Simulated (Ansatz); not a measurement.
# MoSe₂: experiment and calculation

**The experiment to reproduce.**

A printed reference work, data compilation reports, for a bulk crystal of MoSe2: lattice constant a 3.288 Å.

“Pressure coefficients for direct optical transitions in MoS2, MoSe2, WS2, and WSe2 crystals and semiconductor to metal transitions”, 2016, pmc:4877596 quotes, for a bulk crystal of MoSe2: lattice constant c 12.93 Å.

The runs below are set against these values where they give the same quantity.

All numbers below come from DFT r2SCAN, scalar-relativistic, plane waves, PAW in Ansatz.

Plane waves to 500 eV, a k mesh through Γ of 12×12×2 on the computed 6-atom cell and Gaussian smearing (0.02 eV); no spin polarisation.

Relaxed structure, symmetry kept:

```cif
data_structure
_symmetry_space_group_name_H-M 'P6_3/mmc'
_symmetry_Int_Tables_number 194
_cell_length_a 3.3199
_cell_length_b 3.3199
_cell_length_c 13.6448
_cell_angle_alpha 90.000
_cell_angle_beta 90.000
_cell_angle_gamma 120.000
_cell_volume 130.24
loop_
_atom_site_label
_atom_site_type_symbol
_atom_site_symmetry_multiplicity
_atom_site_Wyckoff_symbol
_atom_site_fract_x
_atom_site_fract_y
_atom_site_fract_z
_atom_site_occupancy
Mo1 Mo 2 c 0.33333 0.66667 0.25000 1
Se1 Se 4 f 0.33333 0.66667 0.62879 1
```

```json
{
 "Space group": "P6_3/mmc (No. 194)",
 "Volume per atom": "21.71 Å³",
 "Formation energy from the elements' standard states (uncorrected)": "-0.749 eV/atom",
 "Generalised Kohn–Sham band gap": "1.19 eV, indirect from Γ to (0.182, 0.182, 0.000)",
 "Löwdin character of the top 1 eV of the valence band": "Mo 4d 67 %, Se 4p 30 %",
 "Löwdin character of the lowest 1 eV of the conduction band": "Mo 4d 67 %, Se 4p 28 %",
 "Electron masses at the edge by Cartesian direction of the standard setting (m_e; degenerate bands sorted by energy; no spin-orbit coupling)": "x: 0.75; y: 0.59; z: 0.62",
 "Hole masses at the edge by Cartesian direction of the standard setting (m_e; degenerate bands sorted by energy; no spin-orbit coupling)": "x: 1.0; y: 1.0; z: 1.0",
 "Bader charges (e)": "Mo (2 in the cell) 1.07, Se (4 in the cell) -0.54"
}
```

Each cell of MoSe2 holds layers, and where no dispersion correction was added their binding is poorly described.

A ferromagnetic start lost its moments in a first run, so spin was left out; other magnetic orders weren't tried.

A measured lattice constant a of MoSe2 is 3.288 Å (a printed reference work, data compilation); the calculated 3.320 Å misses it by +1.0 %. A measured lattice constant c of MoSe2 is 12.93 Å (quoted in the paper above); the calculated 13.645 Å misses it by +5.5 %. So large a difference can come from the functional (as between layers that it hardly binds), but also from another choice of axes, another phase or a misread value. The calculation is for 0 K without zero-point motion.

Cost: 8 runs of about 16 core-minutes in all, on Arm Neoverse V2 (shared hosts).